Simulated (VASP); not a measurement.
# Sr (P6_3/mmc) in VASP: single point with PBE

Aim: the single point of Sr with PBE.

Program: VASP 6.6.1. These are calculated values, not measurements. Logs are shortened: lines on timing, memory, paths and dates and some standing lists are left out, and cuts for length are marked.

## 1. The structure

It takes space group P6_3/mmc (No. 194, hexagonal). Conventional cell: a = 4.310 Å, b = 4.310 Å, c = 7.050 Å, α = 90.00°, β = 90.00°, γ = 120.00°. Sr (site symmetry -6m2) has 12 Sr at 4.31 Å as nearest neighbours.

This isn't the form of Sr at room conditions, which is fcc.

## 2. Single point, PBE

INCAR

```
SYSTEM = Sr
PREC     = Accurate       ! precision mode
ENCUT    = 520            ! plane-wave cutoff, eV
EDIFF    = 1E-6           ! SCF threshold, eV
ISMEAR   = -1             ! smearing method
SIGMA    = 0.1            ! smearing width, eV
LREAL    = .False.        ! projectors in reciprocal space
LASPH    = .True.         ! aspherical terms in the spheres
NELM     = 100            ! most SCF steps
ALGO     = Normal         ! electronic algorithm
ISIF     = 2              ! what is computed and relaxed
LWAVE    = .False.        ! write WAVECAR
LCHARG   = .True.         ! write CHGCAR
GGA      = PE             ! functional
LELF     = .True.         ! ELF
LVHAR    = .True.       
NBANDS   = 17             ! bands
```

KPOINTS

```
regular mesh
0
Gamma
  6 6 4
  0 0 0
```

POSCAR

```
Sr
1.0
    4.3100000000      0.0000000000      0.0000000000
   -2.1550000000      3.7325694900      0.0000000000
    0.0000000000      0.0000000000      7.0500000000
Sr
2
Direct
    0.3333333300      0.6666666700      0.2500000000
    0.6666666700      0.3333333300      0.7500000000
```

Potentials or basis: VASP PAW PBE potentials, release 64 (Sr_sv).

Command:

```sh
$ cat potpaw_PBE.64/Sr_sv/POTCAR > POTCAR
$ mpirun -np 1 vasp_std > vasp.out
```

OUTCAR:

```text
SYSTEM = Sr
   PREC = Accurate
   ENCUT = 520
   EDIFF = 1E-6
   ISMEAR = -1
   LREAL = .False.
   LASPH = .True.
   NELM = 100
   ISIF = 2
   GGA = PE

 ion  position               nearest neighbor table
   1  0.333  0.667  0.250-   2 4.31   2 4.31   2 4.31   2 4.31   2 4.31   2 4.31
   2  0.667  0.333  0.750-   1 4.31   1 4.31   1 4.31   1 4.31   1 4.31   1 4.31

  LATTYP: Found a hexagonal cell.
 ALAT       =     4.3100000000
 C/A-ratio  =     1.6357308585

  Lattice vectors:

 A1 = (   4.3100000000,   0.0000000000,   0.0000000000)
 A2 = (  -2.1550000000,   3.7325694900,   0.0000000000)
 A3 = (   0.0000000000,   0.0000000000,   7.0500000000)

Analysis of symmetry for initial positions (statically):
=====================================================================
 Subroutine PRICEL returns:
 Original cell was already a primitive cell.

 Routine SETGRP: Setting up the symmetry group for a
 hexagonal supercell.

 Subroutine GETGRP returns: Found 24 space group operations
 (whereof 12 operations were pure point group operations)
 out of a pool of 24 trial point group operations.

The static configuration has the point symmetry D_3d.
 The point group associated with its full space group is D_6h.

Analysis of symmetry for dynamics (positions and initial velocities):
=====================================================================
 Subroutine PRICEL returns:
 Original cell was already a primitive cell.

 Routine SETGRP: Setting up the symmetry group for a
 hexagonal supercell.

 Subroutine GETGRP returns: Found 24 space group operations
 (whereof 12 operations were pure point group operations)
 out of a pool of 24 trial point group operations.

The dynamic configuration has the point symmetry D_3d.
 The point group associated with its full space group is D_6h.

 Subroutine INISYM returns: Found 24 space group operations
 (whereof 12 operations are pure point group operations),
 and found     1 'primitive' translations

----------------------------------------------------------------------------------------

                                     Primitive cell

  volume of cell :     113.4160

  direct lattice vectors                    reciprocal lattice vectors
     4.310000000  0.000000000  0.000000000     0.232018561  0.133955979  0.000000000
    -2.155000000  3.732569490  0.000000000     0.000000000  0.267911958  0.000000000
     0.000000000  0.000000000  7.050000000     0.000000000  0.000000000  0.141843972
[... 78 lines left out ...]
   ENCUT  =  520.0 eV  38.22 Ry    6.18 a.u.   8.01  8.01 13.11*2*pi/ulx,y,z
   NELM   =    100;   NELMIN=  2; NELMDL= -5     # of ELM steps
   EDIFF  = 0.1E-05   stopping-criterion for ELM
   LREAL  =      F    real-space projection
   EDIFFG = 0.1E-04   stopping-criterion for IOM
   NSW    =      0    number of steps for IOM
   IBRION =     -1    ionic relax: 0-MD 1-quasi-New 2-CG
   NFREE  =      0    steps in history (QN), initial steepest desc. (CG)
   ISIF   =      2    stress and relaxation
   ISYM   =      2    0-nonsym 1-usesym 2-fastsym
   POTIM  = 0.5000    time-step for ionic-motion
   TEBEG  =    0.0;   TEEND  =   0.0 temperature during run
   PSTRESS=    0.0 pullay stress
   NELECT =      20.0000    total number of electrons
   NUPDOWN=      -1.0000    fix difference up-down
   EMIN   =  10.00;   EMAX   =-10.00  energy-range for DOS
   EFERMI =   0.00;   METHOD = LEGACY
   ISMEAR =    -1;   SIGMA  =   0.10  broadening in eV -4-tet -1-fermi 0-gaus
   EFERMI_NEDOS =   21; number of points for ismear=-14 and -15
   IALGO  =     38    algorithm
   IMIX   =      4    mixing-type and parameters
     AMIX     =   0.40;   BMIX     =  1.00
     AMIX_MAG =   1.60;   BMIX_MAG =  1.00
  volume/ion in A,a.u.               =      56.71       382.68
  Fermi-wavevector in a.u.,A,eV,Ry     =   0.918037  1.734838 11.466874  0.842791
  Thomas-Fermi vector in A             =   2.043073
   LORBIT       =      0    0 simple, 1 ext, 2 COOP (PROOUT), +10 PAW based schemes
   GGA     = PE    functional components
   LHFCALC =     F    Hartree Fock is set to
   AEXX    =    0.0000 exact exchange contribution
   IVDW    =     0    specifies the selected vdW correction
   LEPSILON=     F    determine dielectric tensor
   LRPA    =     F    only Hartree local field effects (RPA)
 non-spin polarized calculation
  energy-cutoff  :      520.00
  volume of cell :      113.42
 maximum number of plane-waves:      3090
   NGX = 17   NGY = 17   NGZ = 27

 number of electron      20.0000000 magnetization

 Free energy of the ion-electron system (eV)
  ---------------------------------------------------
  ext. energy  EPLUGINS =         0.00000000
  ---------------------------------------------------
  free energy    TOTEN  =        -3.29835774 eV

  energy without entropy =       -3.19045736  energy(sigma->0) =       -3.24440755

 E-fermi :   1.4676     XC(G=0):  -7.2569

 val. band max:        1.4400838713   @ k =   0.3333   0.3333   0.2500
 cond. band min:       1.4817252151   @ k =   0.3333   0.1667   0.0000
 fundamental gap:      0.0416413439
 Fermi energy:         1.4675554588

 k-point     1 :       0.0000    0.0000    0.0000
  band No.  band energies     occupation
      1     -35.1851      2.00000
      2     -35.1733      2.00000
      3     -17.2502      2.00000
      4     -17.1040      2.00000
      5     -17.1040      2.00000
      6     -17.0799      2.00000
[... 397 lines left out ...]
      4     -17.2183      2.00000
      5     -17.1849      2.00000
      6     -17.1849      2.00000
[... 9 lines left out ...]
     16       4.2900      0.00000
     17       5.5394      0.00000

------------------------ aborting loop because EDIFF is reached ----------------------------------------

  FORCE on cell =-STRESS in cart. coord.  units (eV):
  Direction    XX          YY          ZZ          XY          YZ          ZX
  --------------------------------------------------------------------------------------
  -------------------------------------------------------------------------------------
  Total       -0.2085039     -0.2085039     -0.1725545      0.0000000     -0.0000000      0.0000000
  in kB       -2.9454426     -2.9454426     -2.4376008      0.0000000     -0.0000000      0.0000000
  external PRESSURE =      -2.7761620 kB  Pullay stress =       0.0000000 kB

 VOLUME and BASIS-vectors are now :
 -----------------------------------------------------------------------------
  energy-cutoff  :      520.00
  volume of cell :      113.42
      direct lattice vectors                 reciprocal lattice vectors
     4.310000000  0.000000000  0.000000000     0.232018561  0.133955979  0.000000000
    -2.155000000  3.732569490  0.000000000     0.000000000  0.267911958  0.000000000
     0.000000000  0.000000000  7.050000000     0.000000000  0.000000000  0.141843972

 POSITION                                       TOTAL-FORCE (eV/Angst)
 -----------------------------------------------------------------------------------
     -0.00000      2.48838      1.76250         0.000000     -0.000000      0.000000
      2.15500      1.24419      5.28750        -0.000000      0.000000      0.000000
 -----------------------------------------------------------------------------------
    total drift:                               -0.000006      0.000003     -0.000000

  FREE ENERGIE OF THE ION-ELECTRON SYSTEM (eV)
  ---------------------------------------------------
  free  energy   TOTEN  =        -3.2983577401 eV

  energy  without entropy=       -3.1904573588  energy(sigma->0) =       -3.24440755
```

Run time: 30 s. Hardware: 1 thread of Intel Xeon Platinum 8488C (Sapphire Rapids), shared host; peak memory 0.23 GiB.

What came out:

| Property | Result |
| --- | --- |
| Free energy | -3.2984 eV |
| Pressure | -0.3 GPa |
| Band gap on the k mesh | none (metal or under the smearing width) |
